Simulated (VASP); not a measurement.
Wanted: the native input for a VASP 6.6.1 run.

```
Task                   : single point
Functional             : LDA
Potentials or basis    : VASP PAW LDA potentials, release 64 (Sc_sv, Al)
Cutoff                 : 520 eV
k mesh                 : 10 × 10 × 10
Occupations            : gaussian, width 0.1 eV
Spin                   : no spin polarisation
Dipole correction      : no
Further INCAR settings : ALGO = Fast; EDIFF = 1e-06; NBANDS = 18
```

The structure of ScAl3 lies in POSCAR:

```
ScAl3
1.0
    4.0316749402      0.0000000000      0.0000000000
    0.0000000000      4.0316749402      0.0000000000
    0.0000000000      0.0000000000      4.0316749402
Sc Al
1 3
Direct
    0.0000000000      0.0000000000      0.0000000000
    0.5000000000      0.0000000000      0.5000000000
    0.0000000000      0.5000000000      0.5000000000
    0.5000000000      0.5000000000      0.0000000000
```

The cell is a database's computed one.

The cell isn't the ideal one: relaxed again under DFT LDA, scalar-relativistic, plane waves, PAW.

One way to write it, as run:

INCAR

```
SYSTEM = ScAl3
PREC     = Accurate       ! precision mode
ENCUT    = 520            ! plane-wave cutoff, eV
EDIFF    = 1E-6           ! SCF threshold, eV
ISMEAR   = 0              ! smearing method
SIGMA    = 0.1            ! smearing width, eV
LREAL    = .False.        ! projectors in reciprocal space
LASPH    = .True.         ! aspherical terms in the spheres
NELM     = 60             ! most SCF steps
ALGO     = Fast           ! electronic algorithm
ISIF     = 2              ! what is computed and relaxed
LWAVE    = .False.        ! write WAVECAR
LCHARG   = .False.        ! write CHGCAR
GGA      = CA             ! functional
NBANDS   = 18             ! bands
```

KPOINTS

```
Automatic mesh
0
Gamma
  10 10 10
  0 0 0
```

Potentials or basis: VASP PAW LDA potentials, release 64 (Sc_sv, Al).

Launch:

```sh
$ cat potpaw_LDA.64/Sc_sv/POTCAR potpaw_LDA.64/Al/POTCAR > POTCAR
$ mpirun -np 1 vasp_std > vasp.out
```

Results of the run:

- Pressure: 0.2 GPa
- Band gap on the k mesh: none (metal or under the smearing width)

Wall time 36 s on 1 thread of AMD EPYC 9R45 (Zen 5), on a shared host, peak memory 0.15 GiB.
